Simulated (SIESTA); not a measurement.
Runs of SIESTA 5.4.2 on AlCu3. The structure is cubic, space group Fm-3m (No. 225). Conventional cell: a = 5.776 Å, b = 5.776 Å, c = 5.776 Å, α = 90.00°, β = 90.00°, γ = 90.00°. Cu (site symmetry -43m) has 4 Al at 2.50 Å and 4 Cu at 2.50 Å as nearest neighbours. Around Cu (site symmetry m-3m) lie 8 Cu at 2.50 Å. Al (site symmetry m-3m) is surrounded by 8 Cu at 2.50 Å. The cell comes from a database or a generator and needn't be the stable form of this composition.

| task | level | potentials or basis | gap on the mesh (eV) | pressure (GPa) | V0 of scaled cells (Å³/atom) | B0 (GPa) |
| --- | --- | --- | --- | --- | --- | --- |
| band structure | LDA | PseudoDojo 0.4 standard (LDA files), DZP (energy shift 0.003 Ry; two zetas on semicore shells) | none | -4.7 | - | - |
| band structure | PBEsol | PseudoDojo 0.4 standard (PBEsol files), DZP (energy shift 0.003 Ry; two zetas on semicore shells) | none | 0.9 | - | - |
| equation of state | LDA | PseudoDojo 0.4 standard (LDA files), DZP (energy shift 0.003 Ry; two zetas on semicore shells) | - | - | 11.69 | (b) |
| equation of state | PBEsol | PseudoDojo 0.4 standard (PBEsol files), DZP (energy shift 0.003 Ry; two zetas on semicore shells) | - | - | 12.12 | (a) |

Alike in all rows: no spin polarisation; cell as given; k mesh 8 × 8 × 8; smearing fermi-dirac 0.05 eV; grid cutoff 800 Ry; energy shift 0.003 Ry.

Q: Fill in the values left out.

A: (a) 152; (b) 164.

Caveats: short orbitals over semicore shells can move pressures by several GPa; the basis of atomic orbitals isn't converged, which shifts pressures, moduli and gaps.

A k mesh can miss the band edges.

A gap of «none» marks a metal or a gap under the smearing width.

Not every run made on this cell is shown here.
